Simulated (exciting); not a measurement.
A run of exciting (release sodium) is set up as follows.

Contents of input.xml:

```xml
<input>
  <title>Ho</title>
  <structure speciespath="./" tshift="false">
    <crystal scale="1">
      <basevect>0.000000000000 4.938222465667 4.938222465667</basevect>
      <basevect>4.938222465667 0.000000000000 4.938222465667</basevect>
      <basevect>4.938222465667 4.938222465667 0.000000000000</basevect>
    </crystal>
    <species speciesfile="Ho.xml" rmt="2.3">
      <atom coord="0.000000000000 0.000000000000 0.000000000000" bfcmt="0 0 -8"/>
    </species>
  </structure>
  <groundstate do="fromscratch" ngridk="9 9 9" rgkmax="8.5" gmaxvr="14" lmaxapw="12" lmaxmat="12" lmaxvr="12" xctype="LDA_PW" stype="Methfessel-Paxton 1" swidth="0.00099958" nempty="22" ValenceRelativity="iora*" epsengy="1e-05" epspot="1e-05" maxscl="90" outputlevel="normal" mixer="msec">
    <spin reducebf="0.5"/>
  </groundstate>
  <properties>
    <dos nwdos="300" winddos="-0.4 0.4" inttype="tetra" ngrdos="100" nsmdos="0" lmirep="true"/>
    <TSvdW/>
  </properties>
</input>
```

Potentials or basis: all-electron LAPW+lo, shipped species files, valence relativity iora*.

Command:

```sh
$ OMP_NUM_THREADS=1 exciting_smp
```

**Question.** Predict the site moments.

**Answer.** Ho +3.42 μB.

**Question.** What does it give for the band gap on the k mesh?

**Answer.** None (metal or under the smearing width).

**Question.** What does it give for the net moment?

**Answer.** 3.41 μB per cell.

Caveat: the magnetic or orbital state may not be the lowest; spin-orbit coupling is left out, which moves the levels of the heavy elements. The state reached can hang on the start; a lower one may exist.
